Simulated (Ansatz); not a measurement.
The system is Au.

```
Au
1.0
     0.00000    2.03500    2.03500
     2.03500    0.00000    2.03500
     2.03500    2.03500    0.00000
Au
1
Direct
  0.00000 0.00000 0.00000
```

Base run:

- Program: Ansatz 0.2.0
- Functional: PBEsol
- Potentials or basis: all-electron LAPW, scalar-relativistic
- Cutoff: 249 eV (chosen from the basis error)
- Basis error allowed: 0.001 eV/atom
- k mesh: 8 × 8 × 8
- Occupations: fermi-dirac, width 0.05 eV
- Spin: no spin polarisation

Its results: pressure 2.7 GPa.

Q: The run is repeated on the same cell with these changes: potentials or basis from all-electron LAPW, scalar-relativistic to all-electron LAPW, relativistic spinors; spin from no spin polarisation to spin-orbit coupling, no magnetisation. What comes out?

A: Pressure 1.3 GPa.

Caveats: the k mesh is thin for a metal, which can move the energy by tens of meV per atom.
